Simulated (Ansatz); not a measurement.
**An O vacancy in cubic perovskite SrTiO3, 39 atoms, charge +1**

All numbers below come from DFT, PBEsol, PAW, plane waves in Ansatz 0.2.0.

The input as it was run:

```yaml
crystal:
  lattice:
    - [7.782821, 0.000000, 0.000000]
    - [0.000000, 7.782821, 0.000000]
    - [0.000000, 0.000000, 7.782821]
  atoms:
    - { symbol: Sr, position: [0.002106, 0.001967, 0.996061] }
    - { symbol: Sr, position: [0.995540, 0.999194, 0.505853] }
    - { symbol: Sr, position: [0.000579, 0.498904, 0.996161] }
    - { symbol: Sr, position: [0.002493, 0.500749, 0.497716] }
    - { symbol: Sr, position: [0.499601, 0.002172, 0.997479] }
    - { symbol: Sr, position: [0.500104, 0.996450, 0.498742] }
    - { symbol: Sr, position: [0.502601, 0.496956, 0.001138] }
    - { symbol: Sr, position: [0.498541, 0.500347, 0.504468] }
    - { symbol: Ti, position: [0.247675, 0.248035, 0.252736], spin: 0.5 }
    - { symbol: Ti, position: [0.244914, 0.251901, 0.747900], spin: 0.5 }
    - { symbol: Ti, position: [0.247539, 0.750203, 0.249139] }
    - { symbol: Ti, position: [0.248846, 0.750007, 0.750368] }
    - { symbol: Ti, position: [0.754788, 0.247086, 0.250309] }
    - { symbol: Ti, position: [0.749079, 0.249717, 0.752010] }
    - { symbol: Ti, position: [0.751087, 0.748626, 0.252222] }
    - { symbol: Ti, position: [0.750757, 0.754068, 0.750233] }
    - { symbol: O, position: [0.251473, 0.250599, 0.999793] }
    - { symbol: O, position: [0.252567, 0.754124, 0.002163] }
    - { symbol: O, position: [0.250828, 0.749697, 0.500850] }
    - { symbol: O, position: [0.749829, 0.251220, 0.002961] }
    - { symbol: O, position: [0.753019, 0.248797, 0.501929] }
    - { symbol: O, position: [0.751222, 0.747179, 0.998079] }
    - { symbol: O, position: [0.753259, 0.751070, 0.499929] }
    - { symbol: O, position: [0.996710, 0.249751, 0.250456] }
    - { symbol: O, position: [0.000137, 0.247933, 0.749744] }
    - { symbol: O, position: [0.002490, 0.749122, 0.249445] }
    - { symbol: O, position: [0.001611, 0.749515, 0.749827] }
    - { symbol: O, position: [0.499104, 0.251134, 0.248940] }
    - { symbol: O, position: [0.501009, 0.249446, 0.742828] }
    - { symbol: O, position: [0.497425, 0.750145, 0.248292] }
    - { symbol: O, position: [0.497301, 0.751907, 0.751885] }
    - { symbol: O, position: [0.251325, 0.997862, 0.245008] }
    - { symbol: O, position: [0.247998, 0.004080, 0.744004] }
    - { symbol: O, position: [0.250418, 0.497438, 0.248073] }
    - { symbol: O, position: [0.243916, 0.502076, 0.749692] }
    - { symbol: O, position: [0.751635, 0.996725, 0.251853] }
    - { symbol: O, position: [0.749059, 0.002582, 0.750605] }
    - { symbol: O, position: [0.750508, 0.500171, 0.245491] }
    - { symbol: O, position: [0.749752, 0.494641, 0.753737] }
  symmetry: { detect: false }
kpoints:
  mp_grid: { grid: [1, 1, 1], shift: [0.25, 0.25, 0.25] }
hamiltonian:
  xc: pbesol
total_charge: 1
magnetization:
  spin_polarized: true
scf:
  occupations: { method: fermi_dirac, width: 0.01 }
relax:
  f_tol: 0.03
  max_steps: 80
  escape_saddle: false
  adjacent_minimum: "off"
output:
  forces: true
  eigenvalues: true
  populations: true
  charged_corrections: { epsilon: 300 }
```

Started with:

```sh
ansatz run in.yaml --threads 8 --pin off --max-ram 17100MiB --runs-dir r --events-out ev --progress --plain
```

Output (machine lines and repeated set-up lines are left out; […] marks rows cut from tables):

```
Pseudopotentials: kind: paw
Functional definition: PBEsol
  exchange = pbesol_x
  correlation = pbesol_c
Crystal: 39 atoms, lattice volume = 471.423 Å³
Basis set: ecut = 420 eV, 9171 PW (Γ), exchange–correlation on 108×108×108 points (8 copies of the dense FFT grid, shifted against one another)
Bands: 196, of which v1, the nominal top of the filled ones, is band 157 counted from 1 (156 counted from 0)
Symmetry: 1 space group operations
k-points: 1
Non-local potential: Sr, projectors of the file, l = 0: 3, l = 1: 2, l = 2: 2
Non-local potential: Ti, projectors of the file, l = 0: 3, l = 1: 2, l = 2: 3, l = 3: 1
Non-local potential: O, projectors of the file, l = 0: 2, l = 1: 2, l = 2: 1
PAW form: soft (Blöchl's): semilocal exchange-correlation on the pseudo side does not see the compensation charge
PAW frozen core: Sr, regenerated for the run's functional, and the local potential with it (the file was generated under x = pbe(κ = 0.804, μ = 0.2195149727645171), c = pbe(β = 0.06672455060314922))
PAW frozen core: Ti, regenerated for the run's functional, and the local potential with it (the file was generated under x = pbe(κ = 0.804, μ = 0.2195149727645171), c = pbe(β = 0.06672455060314922))
PAW frozen core: O, regenerated for the run's functional, and the local potential with it (the file was generated under x = pbe(κ = 0.804, μ = 0.2195149727645171), c = pbe(β = 0.06672455060314922))
PAW one-centre angular grid: Sr, 110 points (default); XC on 64 Gauss nodes
PAW one-centre angular grid: Ti, 590 points (default); XC on 64 Gauss nodes
PAW one-centre angular grid: O, 110 points (default); XC on 64 Gauss nodes
Initial density: superposition of atomic densities (chi_scale 0.1, normalization cell, long waves kept (reshape's long-wave potential 0.19 eV rms))
Starting moments: Σ|m| = 1 μB on 2 of 39 sites
Initial wavefunctions: pseudopotential atomic-orbital guess
Functional: x = pbesol(κ = 0.804, μ = 0.12345679012345678), c = pbesol(β = 0.046)
SCF iter   1: F=—  HF=-60708.265623 eV  |F-HF|=—  |Δ(HF+E_count)|=         —  Δρ=2.72e-2 (↑2.72e-2 ↓2.71e-2)  dr2=1.16e1  dr2_m=1.08e-1  M=1.000 μB ∫|m|=1.127 μB  β_m=0.30  ethr=3.10e-3  ⟨swp⟩=6.0  Hψ=1734  notcnv=0  defer=21
Mixer restart at iter 1: flushing history
preconditioner: auto → Resta (q_TF=auto, 2.548 Å⁻¹)  ε∞=5.3  [insulator: Δε(μ)=0.195 eV  Ē_g=12.543 eV  σ=0.010 eV  W_gap=1.00  n_scr=122 (ndim 8)  ℏωp=26.1 eV  f_vac=0.000  D(μ)=0.01/eV (n_scr^D=0)  ε∞_Penn≈5.3]
spin=Collinear: Resta preconditioning applied to the charge; magnetization (m = ρ↑ − ρ↓) channel mixes plain (no charge-response kernel on spin).
SCF iter   2: F=—  HF=-60706.605461 eV  |F-HF|=—  |Δ(HF+E_count)|=    1.66e0  Δρ=1.87e-2 (↑1.87e-2 ↓1.86e-2)  dr2=5.73e0  dr2_m=5.95e-2  M=1.000 μB ∫|m|=1.115 μB  β_m=0.63  ethr=3.10e-3  ⟨swp⟩=2.0  Hψ=468  notcnv=0  defer=62
SCF iter   3: F=—  HF=-60705.422275 eV  |F-HF|=—  |Δ(HF+E_count)|=    1.18e0  Δρ=5.85e-3 (↑5.37e-3 ↓5.85e-3)  dr2=4.96e-1  dr2_m=2.25e-3  M=1.000 μB ∫|m|=1.070 μB  β_m=0.64  ethr=1.83e-3  ⟨swp⟩=3.0  Hψ=709  notcnv=0  defer=62
[…]
Mixer restart at iter 5: flushing history
[…]
SCF 1 converged in 10 iterations: F = -60705.440298 eV  dr2 = 4.09e-6
  greatest PAW one-centre occupation: 0.999 electrons in one spin orbital (limit 2), on the Ti atom at site 10 (counted from 0), in its partial waves of l = 0
relax step   1: F+E_penalty+E_count = -60705.44029834 eV  Δ(F+E_penalty+E_count) = +0.000e0 eV  max|allowed force component| = 2.766e0 eV/Å  Δτ_max = 0.0000 Å  (10 SCF iters, dr2 threshold 2.25e-5 eV, accepted)
Initial density: handed on by an earlier stage of this run
Starting moments: Σ|m| = 1 μB on 2 of 39 sites; this step starts from the density that it was given
Initial wavefunctions: those handed on with the density
[…]
preconditioner: auto → Kerker (q_TF=auto, 2.548 Å⁻¹)  [metal: Δε(μ)=0.004 eV  Ē_g=12.111 eV  σ=0.010 eV  W_gap=0.10  n_scr=122 (ndim 8)  ℏωp=26.1 eV  f_vac=0.000  D(μ)=51.32/eV (n_scr^D=738)]
spin=Collinear: Kerker preconditioning applied to the charge; magnetization (m = ρ↑ − ρ↓) channel mixes plain (no charge-response kernel on spin).
[…]
preconditioner: auto → Resta (q_TF=auto, 2.548 Å⁻¹)  ε∞=5.6  [insulator: Δε(μ)=0.039 eV  Ē_g=12.197 eV  σ=0.010 eV  W_gap=0.75  n_scr=122 (ndim 8)  ℏωp=26.1 eV  f_vac=0.000  D(μ)=24.39/eV (n_scr^D=250)  ε∞_Penn≈5.6]
spin=Collinear: Resta preconditioning applied to the charge; magnetization (m = ρ↑ − ρ↓) channel mixes plain (no charge-response kernel on spin).
[…]
relax step   2: F+E_penalty+E_count = -60706.02639672 eV  Δ(F+E_penalty+E_count) = -5.861e-1 eV  max|allowed force component| = 1.016e0 eV/Å  Δτ_max = 0.1950 Å  (11 SCF iters, dr2 threshold 1.00e-4 eV, accepted)
preconditioner: auto → Resta (q_TF=auto, 2.548 Å⁻¹)  ε∞=5.6  [insulator: Δε(μ)=0.481 eV  Ē_g=12.154 eV  σ=0.010 eV  W_gap=1.00  n_scr=122 (ndim 8)  ℏωp=26.1 eV  f_vac=0.000  D(μ)=0.00/eV (n_scr^D=0)  ε∞_Penn≈5.6]
spin=Collinear: Resta preconditioning applied to the charge; magnetization (m = ρ↑ − ρ↓) channel mixes plain (no charge-response kernel on spin).
relax step   3: F+E_penalty+E_count = -60706.32984597 eV  Δ(F+E_penalty+E_count) = -3.034e-1 eV  max|allowed force component| = 3.429e-1 eV/Å  Δτ_max = 0.1211 Å  (10 SCF iters, dr2 threshold 6.45e-5 eV, accepted)
preconditioner: auto → Resta (q_TF=auto, 2.548 Å⁻¹)  ε∞=5.6  [insulator: Δε(μ)=0.434 eV  Ē_g=12.162 eV  σ=0.010 eV  W_gap=1.00  n_scr=122 (ndim 8)  ℏωp=26.1 eV  f_vac=0.000  D(μ)=0.00/eV (n_scr^D=0)  ε∞_Penn≈5.6]
spin=Collinear: Resta preconditioning applied to the charge; magnetization (m = ρ↑ − ρ↓) channel mixes plain (no charge-response kernel on spin).
relax step   4: F+E_penalty+E_count = -60706.35122000 eV  Δ(F+E_penalty+E_count) = -2.137e-2 eV  max|allowed force component| = 3.203e-1 eV/Å  Δτ_max = 0.0718 Å  (10 SCF iters, dr2 threshold 1.34e-5 eV, accepted)
preconditioner: auto → Resta (q_TF=auto, 2.548 Å⁻¹)  ε∞=5.6  [insulator: Δε(μ)=0.434 eV  Ē_g=12.151 eV  σ=0.010 eV  W_gap=1.00  n_scr=122 (ndim 8)  ℏωp=26.1 eV  f_vac=0.000  D(μ)=0.00/eV (n_scr^D=0)  ε∞_Penn≈5.6]
spin=Collinear: Resta preconditioning applied to the charge; magnetization (m = ρ↑ − ρ↓) channel mixes plain (no charge-response kernel on spin).
relax step   5: F+E_penalty+E_count = -60706.37960247 eV  Δ(F+E_penalty+E_count) = -2.838e-2 eV  max|allowed force component| = 1.519e-1 eV/Å  Δτ_max = 0.0273 Å  (7 SCF iters, dr2 threshold 1.17e-5 eV, accepted)
preconditioner: auto → Resta (q_TF=auto, 2.548 Å⁻¹)  ε∞=5.6  [insulator: Δε(μ)=0.410 eV  Ē_g=12.157 eV  σ=0.010 eV  W_gap=1.00  n_scr=122 (ndim 8)  ℏωp=26.1 eV  f_vac=0.000  D(μ)=0.00/eV (n_scr^D=0)  ε∞_Penn≈5.6]
spin=Collinear: Resta preconditioning applied to the charge; magnetization (m = ρ↑ − ρ↓) channel mixes plain (no charge-response kernel on spin).
relax step   6: F+E_penalty+E_count = -60706.38752389 eV  Δ(F+E_penalty+E_count) = -7.921e-3 eV  max|allowed force component| = 8.316e-2 eV/Å  Δτ_max = 0.0129 Å  (8 SCF iters, dr2 threshold 5.19e-6 eV, accepted)
preconditioner: auto → Resta (q_TF=auto, 2.548 Å⁻¹)  ε∞=5.6  [insulator: Δε(μ)=0.389 eV  Ē_g=12.174 eV  σ=0.010 eV  W_gap=1.00  n_scr=122 (ndim 8)  ℏωp=26.1 eV  f_vac=0.000  D(μ)=0.00/eV (n_scr^D=0)  ε∞_Penn≈5.6]
spin=Collinear: Resta preconditioning applied to the charge; magnetization (m = ρ↑ − ρ↓) channel mixes plain (no charge-response kernel on spin).
relax step   7: F+E_penalty+E_count = -60706.39462412 eV  Δ(F+E_penalty+E_count) = -7.100e-3 eV  max|allowed force component| = 8.842e-2 eV/Å  Δτ_max = 0.0213 Å  (10 SCF iters, dr2 threshold 1.56e-6 eV, accepted)
preconditioner: auto → Resta (q_TF=auto, 2.548 Å⁻¹)  ε∞=5.6  [insulator: Δε(μ)=0.437 eV  Ē_g=12.172 eV  σ=0.010 eV  W_gap=1.00  n_scr=122 (ndim 8)  ℏωp=26.1 eV  f_vac=0.000  D(μ)=0.00/eV (n_scr^D=0)  ε∞_Penn≈5.6]
spin=Collinear: Resta preconditioning applied to the charge; magnetization (m = ρ↑ − ρ↓) channel mixes plain (no charge-response kernel on spin).
[…]
SCF 8 converged in 9 iterations: F = -60706.396256 eV  dr2 = 2.33e-7
  greatest PAW one-centre occupation: 0.999 electrons in one spin orbital (limit 2), on the Ti atom at site 14 (counted from 0), in its partial waves of l = 0
relax step   8: F+E_penalty+E_count = -60706.39625551 eV  Δ(F+E_penalty+E_count) = -1.631e-3 eV  max|allowed force component| = 3.714e-2 eV/Å  Δτ_max = 0.0076 Å  (9 SCF iters, dr2 threshold 2.34e-6 eV, accepted)
[…]
preconditioner: auto → Resta (q_TF=auto, 2.548 Å⁻¹)  ε∞=5.6  [insulator: Δε(μ)=0.447 eV  Ē_g=12.175 eV  σ=0.010 eV  W_gap=1.00  n_scr=122 (ndim 8)  ℏωp=26.1 eV  f_vac=0.000  D(μ)=0.00/eV (n_scr^D=0)  ε∞_Penn≈5.6]
spin=Collinear: Resta preconditioning applied to the charge; magnetization (m = ρ↑ − ρ↓) channel mixes plain (no charge-response kernel on spin).
[…]
SCF iter   9: F=-60706.396905 eV  HF=-60706.396905 eV  |F-HF|=4.99e-8  |Δ(HF+E_count)|=   3.60e-8  Δρ=1.70e-6 (↑1.70e-6 ↓1.41e-6)  dr2=5.67e-8  dr2_m=3.66e-10  M=1.000 μB ∫|m|=1.101 μB  β_m=0.74  ethr=1.36e-11  ⟨swp⟩=8.5  Hψ=1617  notcnv=0
SCF iter  10: F=-60706.396905 eV  HF=-60706.396905 eV  |F-HF|=3.97e-9  |Δ(HF+E_count)|=   8.69e-9  Δρ=4.96e-7 (↑4.96e-7 ↓4.41e-7)  dr2=5.35e-9  dr2_m=4.43e-11  M=1.000 μB ∫|m|=1.101 μB  ethr=1.36e-11  ⟨swp⟩=1.0  Hψ=1025  notcnv=0
SCF 9 converged in 10 iterations: F = -60706.396905 eV  dr2 = 5.35e-9
  greatest PAW one-centre occupation: 0.999 electrons in one spin orbital (limit 2), on the Ti atom at site 15 (counted from 0), in its partial waves of l = 0
relax step   9: F+E_penalty+E_count = -60706.39690479 eV  Δ(F+E_penalty+E_count) = -6.493e-4 eV  max|allowed force component| = 2.892e-2 eV/Å  Δτ_max = 0.0067 Å  (10 SCF iters, accepted)
SCF converged after 10 iterations
Magnetization: 1.0000 μB (157.0000 up, 156.0000 down)
Absolute magnetization: 1.1000 μB (∫|ρ↑−ρ↓|, with the PAW one-centre terms)
Spin contamination: 0.0032 ħ² per cell (⟨S²⟩ above its minimum at these occupations)
Per-site moments (μB) at R_I (Å): [(0.0006171217410351711, 1.1099596992080638), (0.006148843601710245, 1.106424411536982), (0.0006211666664781954, 1.1083124666613797), (0.007084305587342451, 1.1083491093690985), (0.0006276912550787363, 1.114230475520369), (0.0070827380583315955, 1.106023184249252), (0.0006028534980465852, 1.1117908404278225), (0.005956152908668387, 1.1060363987889885), (0.11728534
Free energy (F): -60706.396905 eV
Harris-Foulkes:  -60706.396905 eV  (|F-HF|=3.97e-9)
Internal energy: -60706.396905 eV  (E = F + TS)
E sigma→0 (E₀):  -60706.396905 eV
Fermi energy:    12.104480 eV
--- Per-component energies (eV) ---
  E_band       = -1683.408677
  E_kinetic    = 8176.741694
  E_local      = -19129.072221  (includes V_loc(G=0)·N_el)
  E_nonlocal   = 2764.046349
  E_hartree    = 6715.903075
  E_xc         = -3844.024655
  E_vxc        = -4443.821529  (∫ρ·V_xc dr)
  E_paw        = -32816.971194  (= ΣΔE_a)
  E_vpaw       = -2483.167575  (= ΣTr[D̂ρ^β])
  E_aug_tail   = 0.057523  (compensation charges beyond the density's cutoff)
  E_ewald      = -22576.078951
  E_core_change = 3.001476  (= ΣΔE_core)
  E_smearing   = -0.000000  (= −TS)
  E_closure    = 0.000000  (closes the sum)
  E_deformation_potential = 20.613826  (in the stress; not in F)
  Σ components = -60706.396905   (vs F -60706.396905, Δ=0.00e0)
--- Forces (eV/Å), atoms counted from 1 ---
  atom   1  Sr    -0.01171344    -0.00402540    -0.00721180
  atom   2  Sr    -0.00250060    -0.00092749     0.00464776
  atom   3  Sr    -0.00446611     0.00429552    -0.00296813
  atom   4  Sr     0.00196072    -0.00047856     0.00283694
  atom   5  Sr     0.01335698    -0.00745880    -0.00560232
  atom   6  Sr     0.00391579    -0.00528120     0.00761875
  atom   7  Sr     0.00548974     0.00800605    -0.00415319
  atom   8  Sr    -0.00183855     0.00474516     0.00540661
  atom   9  Ti     0.00148833     0.01507900    -0.00144851
  atom  10  Ti    -0.00462904     0.00185822     0.00470386
  atom  11  Ti    -0.01335583    -0.00611378     0.00466060
  atom  12  Ti     0.01790174     0.00103675    -0.00035177
  atom  13  Ti     0.00089015    -0.02654845    -0.00899756
  atom  14  Ti     0.01189568     0.00833334     0.00317588
  atom  15  Ti    -0.02609447    -0.02892090    -0.01552356
  atom  16  Ti     0.01840251     0.02756385     0.01661733
  atom  17  O      0.00177874    -0.00557183    -0.00130448
  atom  18  O     -0.00115054     0.00005600     0.01182565
  atom  19  O     -0.00025751     0.00190178    -0.01048599
  atom  20  O     -0.00410471     0.00312308     0.00769095
  atom  21  O     -0.00176810     0.00353137    -0.00182656
  atom  22  O      0.00060233     0.00091148     0.01536245
  atom  23  O      0.00249162     0.00170298    -0.01750529
  atom  24  O     -0.01486067     0.00154927     0.00193883
  atom  25  O     -0.00593601     0.00281442     0.00175518
  atom  26  O      0.00849360     0.00128717     0.00534991
  atom  27  O     -0.01074177    -0.00026581    -0.00151262
  atom  28  O      0.00565491    -0.00207507     0.00237478
  atom  29  O      0.00924700    -0.00085068    -0.00676295
  atom  30  O      0.01544065     0.00080091    -0.00228303
  atom  31  O     -0.01201674    -0.00225455    -0.00463127
  atom  32  O      0.00073350    -0.02115629    -0.00082677
  atom  33  O      0.00240015     0.00010415     0.00042568
  atom  34  O     -0.00114950     0.00759324    -0.00133607
  atom  35  O     -0.00123036     0.00702200    -0.00320246
  atom  36  O      0.00103783     0.01052502     0.00642409
  atom  37  O     -0.00193781    -0.00958408    -0.00453958
  atom  38  O     -0.00131793     0.02417761     0.00233611
  atom  39  O     -0.00211157    -0.01650226    -0.00266930
  max |Σ_I F_I| component: 8.15e-6 eV/Å
--- Charged-cell corrections in eV (Makov–Payne, q = +1.000 e, ε = 300.000) ---
  F (periodic)     = -60706.396905  (uncorrected; the corrections below are reported, never added to it)
  E_corr1          = +0.008749  (monopole, q²α_M/2εL)
  F Makov-Payne    = -60706.388156  (F + E_corr1; no measured alignment; for a localised charge, not one spread in a band: unchecked)
--- Band table (eV) ---
  k-point 0 ↑: bands = ["-46.2083", "-46.2031", "-46.1831", "-46.1822", "-46.1810", "-46.1804", "-46.1242", "-46.1158", "-22.7718", "-22.7572", "-22.7551", "-22.7068", "-22.6856", "-22.6711", "-22.6652", "-22.6611", "-22.6407", "-22.6362", "-22.6270", "-22.6251", "-22.6147", "-22.6134", "-22.6109", "-22.6068", "-22.5927", "-22.5897", "-22.5864", "-22.5850", "-22.5831", "-22.5733", "-22.5715", "-22 …
  k-point 0 ↓: bands = ["-46.2051", "-46.1999", "-46.1415", "-46.1411", "-46.1403", "-46.1390", "-45.9625", "-45.9503", "-22.7602", "-22.7472", "-22.7469", "-22.6936", "-22.6723", "-22.6546", "-22.6536", "-22.6221", "-22.6193", "-22.6024", "-22.5930", "-22.5821", "-22.5814", "-22.5765", "-22.5733", "-22.5706", "-22.5576", "-22.5549", "-22.5432", "-22.5422", "-22.5200", "-22.5170", "-22.4848", "-22 …
--- Relaxed structure (9 steps of the walk, 9 accepted, 0 SCFs on fresh bases) ---
  F+E_penalty+E_count = -60706.39690479 eV   max|allowed force component| = 2.892e-2 eV/Å
  atoms:
    - { symbol: Sr, position: [-0.005425039352180381, -0.005607360871841705, 0.998820833540386] }
    - { symbol: Sr, position: [0.9934574960314589, 0.9934367620719018, 0.49794341566276545] }
    - { symbol: Sr, position: [-0.005520902875803251, 0.5050144225958257, 0.9996670212554074] }
    - { symbol: Sr, position: [-0.006418475103494671, 0.5059819229534456, 0.4996681063506232] }
    - { symbol: Sr, position: [0.5049073378277383, -0.005509622389026837, 0.9997032393086539] }
    - { symbol: Sr, position: [0.5058859118920325, 0.9937352892969599, 0.499546525795549] }
    - { symbol: Sr, position: [0.5052097879722489, 0.5050642082343539, 0.0006298600767463176] }
    - { symbol: Sr, position: [0.5061870464324902, 0.506112950206278, 0.5013357960400429] }
    - { symbol: Ti, position: [0.24397663429456515, 0.24380027589586925, 0.23931160866808251] }
    - { symbol: Ti, position: [0.2557558235065123, 0.25571644943452887, 0.7601604816550828] }
    - { symbol: Ti, position: [0.25004231663459253, 0.7421453046671931, 0.2520944024903699] }
    - { symbol: Ti, position: [0.24951616244225303, 0.75711092622135, 0.7469569093710393] }
    - { symbol: Ti, position: [0.7423363425061628, 0.25030557923875546, 0.2523183393826701] }
    - { symbol: Ti, position: [0.7571120783590221, 0.24947194052390112, 0.747177685114133] }
    - { symbol: Ti, position: [0.7499140210377336, 0.7502061251692601, 0.24898183673872196] }
    - { symbol: Ti, position: [0.7496182307976591, 0.7496228024637194, 0.7502934553617039] }
    - { symbol: O, position: [0.251238929931587, 0.2509011840664057, 0.9996974923340523] }
    - { symbol: O, position: [0.2494773678580037, 0.7494302398018101, -0.0002408371364503069] }
    - { symbol: O, position: [0.2507088850758822, 0.7504135426550878, 0.4997886504242549] }
    - { symbol: O, position: [0.7494890464331337, 0.2500329738620803, -0.0003539958286111061] }
    - { symbol: O, position: [0.7508053537285461, 0.24928955461606284, 0.4996285824476234] }
    - { symbol: O, position: [0.7506340533274812, 0.7493898268376112, 0.9996723274150736] }
    - { symbol: O, position: [0.7494377639195166, 0.750074999747958, 0.4998028310123019] }
    - { symbol: O, position: [1.0060463604439562, 0.25181733834564496, 0.26335716174151086] }
    - { symbol: O, position: [0.002130566670538991, 0.24784328406539943, 0.7396704069976784] }
    - { symbol: O, position: [0.0006358426488652382, 0.7510062152147059, 0.2490066769102813] }
    - { symbol: O, position: [-0.0006819666133437219, 0.7488958337512126, 0.75069707735926] }
    - { symbol: O, position: [0.4980066816826658, 0.2513646213606342, 0.26094935005801845] }
    - { symbol: O, position: [0.4941137695936581, 0.2483760995722593, 0.7346693270000296] }
    - { symbol: O, position: [0.5007054405780963, 0.7512834302633576, 0.2477335910774121] }
    - { symbol: O, position: [0.49939783416289213, 0.7481947507173565, 0.751767723736104] }
    - { symbol: O, position: [0.25164738611959175, 1.005903139583982, 0.26370194693264143] }
    - { symbol: O, position: [0.24866325523447508, 0.0019501537835632744, 0.7396179110593176] }
    - { symbol: O, position: [0.2518890062318051, 0.49784197234372163, 0.26091298495191323] }
    - { symbol: O, position: [0.24786868294855904, 0.49392785189568733, 0.734798562409855] }
    - { symbol: O, position: [0.7515384398664589, 1.0003595107318386, 0.2479306379392085] }
    - { symbol: O, position: [0.7484363866848485, -0.0009084732817831851, 0.7515813076046174] }
    - { symbol: O, position: [0.7511019422981272, 0.5004062030072343, 0.24846875651055772] }
    - { symbol: O, position: [0.7489991987716614, 0.49919377134569376, 0.75065101023137] }
--- Löwdin populations: 39 sites ---
  site symbol       q [e]    m [muB]
     0     Sr      8.2715     0.0018
     1     Sr      8.2869     0.0174
[…]
    37      O      6.8497    -0.0011
    38      O      6.8512    -0.0011
  spilling = 0.008414 (of n_electrons = 313.000000)
```

Absolute energies hang on the potentials; compare differences alone.

One k point and one spin start were run, so the state needn't be the lowest, and an added charge can sit in a band of the host.

Time: 93 s of wall time on 8 threads of a Neoverse-V1 processor, on a host shared with other runs; peak host memory 1.3 GiB.
